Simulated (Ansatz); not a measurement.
**CdI2-type ZrS2**

The computed numbers are results of PBEsol, scalar-relativistic (no spin polarisation) in the plane-wave PAW code Ansatz at 420 eV, Γ-centred 10×10×6 mesh, 0.05 eV Gaussian smearing; PAW files: Ansatz's generated set soft_2.

```
Zr S
1.0
     3.62727    0.00000    0.00000
    -1.81364    3.14131    0.00000
     0.00000    0.00000    5.87634
Zr S
1 2
Cartesian
  0.0000 0.0000 0.0000
  0.0000 2.0942 1.4538
  1.8136 1.0471 4.4225
```

The compound is reported in the structure type of the start.

Cell and atoms are those of this level's equilibrium.

```
Space group                                           : P-3m1 (No. 164)
Volume                                                : 22.32 Å³/atom
Band gap                                              : 0.75 eV
Smallest direct gap                                   : 1.53 eV
Formation energy from the elements (0 K, uncorrected) : -1.58 eV/atom
Elastically stable                                    : yes
```

Question: What does PBEsol give for the shear modulus (Hill)?

Answer: 21 GPa.

Within 0.6 eV of the edges the projected states are 94 % S 3p at the top of the valence band and 73 % Zr 4d at the bottom of the conduction band. Crossing the gap moves an electron from the anion's filled p shell to the metal's empty orbitals, as in polar semiconductors.

Formal charges Zr⁴⁺, S²⁻ balance and leave closed shells on every ion, so a band insulator is expected, and the gap is 0.75 eV.

**What was measured.** From “High temperature equilibrium of 3D and 2D chalcogenide perovskites”, 2022, arxiv:2212.01429, for a bulk crystal of ZrS2: lattice constant a 3.663 Å; lattice constant c 5.821 Å.

From “Stress-Tuned Optical Transitions in Layered 1T-MX2 (M= Hf, Zr, Sn; X= S, Se) Crystals”, 2022, arxiv:2210.12074, for a bulk crystal of ZrS2: band gap 1.68 eV (indirect).

The results are compared with them further down.

**Against experiment.** A measured lattice constant a of ZrS2 is 3.663 Å (quoted in “High temperature equilibrium of 3D and 2D chalcogenide perovskites”, 2022, arxiv:2212.01429); the calculated 3.627 Å misses it by -1.0 %. Against the measured lattice constant c of ZrS2, 5.821 Å (quoted in “High temperature equilibrium of 3D and 2D chalcogenide perovskites”, 2022, arxiv:2212.01429), the calculated 5.876 Å is off by +1.0 %. The calculation is for a static lattice, without zero-point motion or thermal expansion. Measured gap of ZrS2: 1.68 eV (indirect; quoted in “Stress-Tuned Optical Transitions in Layered 1T-MX2 (M= Hf, Zr, Sn; X= S, Se) Crystals”, 2022, arxiv:2210.12074). This calculation gives 0.75 eV (-0.93 eV). Kohn–Sham gaps of semilocal functionals mostly fall below measured ones. Temperature and excitons aren't in the calculation.

Kohn–Sham gaps of semilocal functionals lie under measured ones, often by a third or more. The structure is built of weakly bound layers, and this functional has no dispersion term, so their spacing and all that hangs on it (volume, the soft elastic constants, low modes, dielectric constants) are poorly given.
